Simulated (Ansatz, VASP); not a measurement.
## SiC: VASP beside Ansatz

```xyz
8
Lattice="3.2217 0.0000 0.0000 -1.6108 2.7901 0.0000 0.0000 0.0000 10.3445" Properties=species:S:1:pos:R:3 pbc="T T T"
Si    1.6109    0.9300    9.7014
Si    0.0000    1.8600    4.5291
Si    0.0000    0.0000    7.1160
Si    0.0000    0.0000    1.9437
C     1.6109    0.9300    7.7565
C     0.0000    1.8600    2.5843
C     0.0000    0.0000    5.1770
C     0.0000    0.0000    0.0047
```

Alike in both runs: task single point; functional PBEsol; k mesh 12 × 12 × 4; occupations gaussian, width 0.05 eV; no spin polarisation.

```csv
,VASP,Ansatz
version,VASP 6.6.1,Ansatz 0.2.0
potentials or method,"VASP PAW PBE potentials, release 64 (Si, C)","scalar-relativistic, plane waves, PAW"
plane-wave cutoff (eV),520,520
valence electrons in the cell,32,32
```

|  | VASP | Ansatz | Ansatz less VASP |
| --- | --- | --- | --- |
| gap on the k mesh at the Fermi level (eV) | 2.05 | 2.06 | +0.008 |
| least direct gap on the mesh (eV) | 3.11 | 3.12 | +0.008 |
| pressure (GPa) | -20.4 | -20.7 | -0.29 |
| largest component of the traceless stress (GPa) | 5.46 | 5.42 | -0.043 |
| rms of the force components (eV/Å) | 0.057 | 0.056 | -0.0013 |

Atom by atom the forces differ by 0.001 eV/Å (rms over components). Ansatz warned: «pseudo_functional_mismatch».

Caveats: so large a pressure means that the cell lies far from this level's equilibrium, or that cutoff or potentials fall short (VASP); the potentials were made for another functional, which shifts forces and pressure (VASP). As with any semilocal functional, this PBEsol gap is likely too small. A k mesh can miss the band edges.
